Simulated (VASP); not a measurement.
Set up this calculation in VASP 6.6.1, as the native input.

| Property | Result |
| --- | --- |
| Task | relaxation of cell and atoms |
| Functional | PBE |
| Dispersion | D3(BJ) |
| Potentials or basis | VASP PAW PBE potentials, release 64 (Ti_sv, C) |
| Cutoff | 600 eV |
| k mesh | 14 × 14 × 14 |
| Occupations | methfessel-paxton, width 0.1 eV |
| Spin | no spin polarisation |
| Further INCAR settings | ALGO = Normal; EDIFF = 1e-07; IBRION = 2; EDIFFG = -0.005; NSW = 90; ISIF = 3 |

The structure of TiC lies in POSCAR:

```
TiC                                     
1.0
   -0.0000000000      2.1458391630      2.1458391630
    2.1458391630     -0.0000000000      2.1458391630
    2.1458391630      2.1458391630      0.0000000000
  Ti              C             
     1     1
Direct
     0.0000000000000000    0.0000000000000000    0.0000000000000000
     0.5000000000000000    0.5000000000000000    0.5000000000000000
```

These files were run (other wordings do the same):

INCAR

```
SYSTEM = TiC
PREC = Accurate
ENCUT = 600
EDIFF = 1E-7
ISMEAR = 1
SIGMA = 0.1
LREAL = .False.
LASPH = .True.
NELM = 80
ALGO = Normal
ISIF = 3
LWAVE = .False.
LCHARG = .False.
GGA = PE
IVDW = 12
IBRION = 2
NSW = 90
EDIFFG = -0.005
```

KPOINTS

```
regular mesh
0
Gamma
  14 14 14
  0 0 0
```

Potentials or basis: VASP PAW PBE potentials, release 64 (Ti_sv, C).

The run is started by

```sh
$ cat potpaw_PBE.64/Ti_sv/POTCAR potpaw_PBE.64/C/POTCAR > POTCAR
$ mpirun -np 1 vasp_std > vasp.out
```

It gave:

The pressure after relaxing is 0.0 GPa, the band gap on the k mesh is none (metal or under the smearing width) and the dispersion energy per atom is -0.458 eV.

Caveat: the relaxation stopped at its first step, so nothing moved; pairwise dispersion overbinds metals, which lowers pressure and volume.

It took 13 s on 1 thread of Intel(R) Xeon(R) 6975P-C (Granite Rapids), with other jobs on the host, peak memory 0.17 GiB.
